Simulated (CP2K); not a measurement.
Runs of CP2K 2026.2 on Nb. Symmetry: Pm-3m, No. 221, cubic system. Conventional cell: a = 2.720 Å, b = 2.720 Å, c = 2.720 Å, α = 90.00°, β = 90.00°, γ = 90.00°. Around Nb (site symmetry m-3m) lie 6 Nb at 2.72 Å. The cell was built by a generator and needn't be a form met in nature.

| task | level | potentials or basis | smearing | EPS_DEFAULT | NGRIDS | potentials | points a segment of the path (NPOINTS) | bands added on the path | gap on the mesh (eV) | pressure (GPa) |
| --- | --- | --- | --- | --- | --- | --- | --- | --- | --- | --- |
| band structure | PBEsol | POTENTIAL_UZH Nb GTH-PBE-q13; TZVP-MOLOPT-PBE-GTH basis | fermi-dirac 0.1 eV | 1.0E-9 | 5 | Nb GTH-PBE-q13 of POTENTIAL_UZH | 10 | 6 | none | -3.2 |
| band structure | LDA | GTH_POTENTIALS Nb GTH-PADE-q13; TZVP-MOLOPT-PBE-GTH basis | fermi-dirac 0.0259 eV | 1.0E-10 | 4 | Nb GTH-PADE-q13 of GTH_POTENTIALS | 8 | 2 | none | (a) |
| single point | BLYP+D4 | GTH_POTENTIALS Nb GTH-PBE-q13; TZVP-MOLOPT-PBE-GTH basis | fermi-dirac 0.05 eV | 1.0E-9 | 5 | Nb GTH-PBE-q13 of GTH_POTENTIALS | - | - | none | (b) |
| single point | BLYP+D3 | GTH_POTENTIALS Nb GTH-PBE-q13; TZVP-MOLOPT-PBE-GTH basis | fermi-dirac 0.05 eV | 1.0E-9 | 5 | Nb GTH-PBE-q13 of GTH_POTENTIALS | - | - | none | 0.8 |
| single point | BLYP+D3(BJ)+ATM | GTH_POTENTIALS Nb GTH-PBE-q13; TZVP-MOLOPT-PBE-GTH basis | fermi-dirac 0.05 eV | 1.0E-9 | 5 | Nb GTH-PBE-q13 of GTH_POTENTIALS | - | - | none | -5.4 |
| single point | BLYP | GTH_POTENTIALS Nb GTH-PBE-q13; TZVP-MOLOPT-PBE-GTH basis | fermi-dirac 0.05 eV | 1.0E-9 | 5 | Nb GTH-PBE-q13 of GTH_POTENTIALS | - | - | none | 6.5 |
| single point | PBE | POTENTIAL_UZH Nb GTH-PBE-q13; TZVP-MOLOPT-PBE-GTH basis | fermi-dirac 0.05 eV | 1.0E-10 | 5 | Nb GTH-PBE-q13 of POTENTIAL_UZH | - | - | none | 1.3 |

Alike in all rows: no spin polarisation; cell as given; k mesh 10 × 10 × 10.

Q: Estimate the missing entries.

A: (a) -7.2; (b) 2.2.

Caveats: the basis of atomic orbitals isn't converged, which shifts pressures, moduli and gaps; the potentials were made for another functional, which shifts forces and pressure (some runs); pairwise dispersion overbinds metals, which lowers pressure and volume (some runs).

A k mesh can miss the band edges, and the runs leave out spin-orbit coupling on Nb.

A gap of «none» marks a metal or a gap under the smearing width.

Not every run made on this cell is shown here.
